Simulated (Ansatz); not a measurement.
The system is MnS.

```
Mn S
1.0
     0.00000    2.47346    2.47346
     2.47346    0.00000    2.47346
     2.47346    2.47346    0.00000
Mn S
1 1
Direct
  0.00000 0.00000 0.00000
  0.75000 0.75000 0.75000
```

The cell is a database's computed one.

Alike in all runs: program Ansatz 0.2.0; functional PBE; potentials or basis Ansatz PAW; cutoff 420 eV (not typed: the program's choice for these potentials); k mesh 8 × 8 × 8; occupations fermi-dirac, width 0.05 eV.

Problem. Only the start or the spin constraint differs. Which run ends lowest in energy?
A. collinear spin, ferromagnetic start of up to 1 μB; fixed moment 1
B. collinear spin, program default start; fixed moment 0
C. collinear spin, ferromagnetic start of up to 2 μB; fixed moment 2
D. collinear spin, ferromagnetic start of up to 4 μB; fixed moment 4
E. collinear spin, ferromagnetic start of up to 3 μB; fixed moment 3
F. collinear spin, ferromagnetic start of up to 5 μB; fixed moment 5

Solution. B.

| start | free energy over the lowest (meV/atom) | net moment (μB) | site or absolute moments (μB) | gap |
| --- | --- | --- | --- | --- |
| collinear spin, ferromagnetic start of up to 2 μB; fixed moment 2 | 94.6 | 2.00 | Mn +1.75; S -0.02 | - |
| collinear spin, ferromagnetic start of up to 8 μB; fixed moment 8 | 7502.7 | 8.00 | Mn +4.26; S +1.19 | - |
| collinear spin, ferromagnetic start of up to 1 μB; fixed moment 1 | 39.9 | 1.00 | Mn +0.89; S -0.02 | - |
| collinear spin, ferromagnetic start of up to 4 μB; fixed moment 4 | 313.4 | 4.00 | Mn +3.20; S +0.11 | - |
| collinear spin, ferromagnetic start of up to 3 μB; fixed moment 3 | 163.5 | 3.00 | Mn +2.53; S +0.02 | - |
| collinear spin, ferromagnetic start of up to 6 μB; fixed moment 6 | 2831.4 | 6.00 | Mn +3.90; S +0.56 | - |
| collinear spin, ferromagnetic start of up to 5 μB; fixed moment 5 | 766.9 | 5.00 | Mn +3.73; S +0.25 | - |
| collinear spin, program default start; fixed moment 0 | 0.0 | 0.00 | - | - |

All polarised runs hold their moment fixed, so the table maps the energy against it. A still lower state may exist.

Caveats: the total moment is fixed, so each spin has its own Fermi level; a cell with one magnetic atom can't hold antiferromagnetic order, which such compounds often take (some runs).
